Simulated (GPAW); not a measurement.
Crystal: Na.

```
CELL_PARAMETERS angstrom
3.76700 0.00000 0.00000
-1.88350 3.26232 0.00000
0.00000 0.00000 6.15400
ATOMIC_POSITIONS crystal
Na 0.66667 0.33333 0.75000
Na 0.33333 0.66667 0.25000
```

This isn't the form of Na at room conditions, which is bcc.

```yaml
Program: GPAW 26.7.0
Task: single point
Functional: PBE
Potentials_or_basis: GPAW PAW data sets (gpaw-data 1.2.1)
Cutoff: 800 eV
Basis: pw
k_mesh: 8 × 8 × 5
Occupations: fermi-dirac, width 0.05 eV
Spin: no spin polarisation
```

On this cell: pressure -0.1 GPa; largest force under 0.003 eV/Å; band gap on the k mesh none (metal or under the smearing width).

The same run follows on a disturbed copy (atoms moved at random, drawn with an rms of 0.05 Å):

```xyz
2
Lattice="3.7670 0.0000 0.0000 -1.8835 3.2623 0.0000 0.0000 0.0000 6.1540" Properties=species:S:1:pos:R:3 pbc="T T T"
Na    1.8594    1.0563    4.6149
Na   -0.0238    2.1484    1.5266
```

Task: What does the disturbed cell give?

Result: The energy (extrapolated to zero smearing) moves by +0.0 meV/atom; pressure -0.1 GPa; largest force 0.008 eV/Å; band gap on the k mesh none (metal or under the smearing width).

Forces on the atoms (eV/Å):
```
Na   0.000  0.001 -0.008
Na   0.000 -0.001  0.008
```

Stress tensor (GPa, compression positive):
```
-0.05  0.00  0.00
 0.00 -0.04  0.00
 0.00  0.00 -0.29
```
